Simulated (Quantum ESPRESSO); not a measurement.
This Quantum ESPRESSO 7.5 run on FeO needs a look.

The input pw.in:

```
&CONTROL
  calculation = 'scf'
  prefix = 'pwscf'
  outdir = './tmp'
  pseudo_dir = './pseudo'
  tprnfor = .true.
  disk_io = 'nowf'
/
&SYSTEM
  ibrav = 0
  nat = 2
  ntyp = 2
  ecutwfc = 45
  ecutrho = 360
  nbnd = 21
  occupations = 'smearing'
  smearing = 'gaussian'
  degauss = 0.00367493
  nspin = 2
  starting_magnetization(1) = 0.25
  starting_magnetization(2) = 0
  tot_magnetization = 4
  nosym = .true.
/
&ELECTRONS
  conv_thr = 8d-08
  electron_maxstep = 75
  mixing_beta = 0.3
  mixing_ndim = 12
/
ATOMIC_SPECIES
Fe    55.8450 fe_lda_v1.5.uspp.F.UPF
O     15.9990 o_lda_v1.2.uspp.F.UPF
CELL_PARAMETERS angstrom
   2.9029055100    0.0000000000    0.0000000000
  -1.4514527500    2.5139899200    0.0000000000
   0.0000000000    0.0000000000    2.8330919500
ATOMIC_POSITIONS angstrom
Fe     0.0000000000    0.0000000000    0.0000000000
O      0.6666666667    0.3333333333    0.5000000000
K_POINTS automatic
6 6 5 0 0 0
HUBBARD {ortho-atomic}
U Fe-3d 6.0
```

Potentials or basis: GBRV 1.5 LDA.

Command:

```console
$ OMP_NUM_THREADS=1 pw.x -in pw.in > pw.out
```

pw.out:

```text
This program is part of the open-source Quantum ESPRESSO suite
     for quantum simulation of materials; please cite
         "P. Giannozzi et al., J. Phys.:Condens. Matter 21 395502 (2009);
         "P. Giannozzi et al., J. Phys.:Condens. Matter 29 465901 (2017);
         "P. Giannozzi et al., J. Chem. Phys. 152 154105 (2020);
     in publications or presentations arising from this work. More details at

     G-vector sticks info
     --------------------
     sticks:   dense  smooth     PW     G-vecs:    dense   smooth      PW
     Sum         745     367    127                16077     5693    1183

     Using Slab Decomposition

     bravais-lattice index     =            0
     lattice parameter (alat)  =       5.4857  a.u.
     unit-cell volume          =     139.5255 (a.u.)^3
     number of atoms/cell      =            2
     number of atomic types    =            2
     number of electrons       =        22.00 (up:  13.00, down:   9.00)
     number of Kohn-Sham states=           21
     kinetic-energy cutoff     =      45.0000  Ry
     charge density cutoff     =     360.0000  Ry
     scf convergence threshold =      8.0E-08
[... 494 lines left out ...]
      -0.017  0.076  0.476 -0.035 -0.112
      -0.043 -0.137 -0.035  0.390  0.082
      -0.058 -0.147 -0.112  0.082  0.438

     Number of occupied Hubbard levels =    6.7813

     Number of k-points >= 100: set verbosity='high' to print the bands.

     the spin up/dw Fermi energies are    17.7832   12.2811 ev

!    total energy              =    -277.83632937 Ry
     estimated scf accuracy    <       0.00000002 Ry
     smearing contrib. (-TS)   =      -0.00008561 Ry
     internal energy E=F+TS    =    -277.83624376 Ry

     The total energy is F=E-TS. E is the sum of the following terms:
     one-electron contribution =    -208.28182066 Ry
     hartree contribution      =     113.53298562 Ry
     xc contribution           =     -37.73773044 Ry
     ewald contribution        =    -145.66347208 Ry
     Hubbard energy            =       0.31379380 Ry

     total magnetization       =     4.00 Bohr mag/cell
     absolute magnetization    =     4.00 Bohr mag/cell

     convergence has been achieved in  21 iterations

     Forces acting on atoms (cartesian axes, Ry/au):

     atom    1 type  1   force =    -8.86187916   -4.42898521   -6.68562579
     atom    2 type  2   force =     8.86187916    4.42898521    6.68562579

     Total force =    16.902450     Total SCF correction =     0.000391

=------------------------------------------------------------------------------=
   JOB DONE.
=------------------------------------------------------------------------------=
```

What happened, and what is wrong with the input?

The run converged. The input holds a flaw that was put in on purpose: fractional positions marked angstrom. The program doesn't stop on it, so the numbers can't be trusted though the run ends normally.
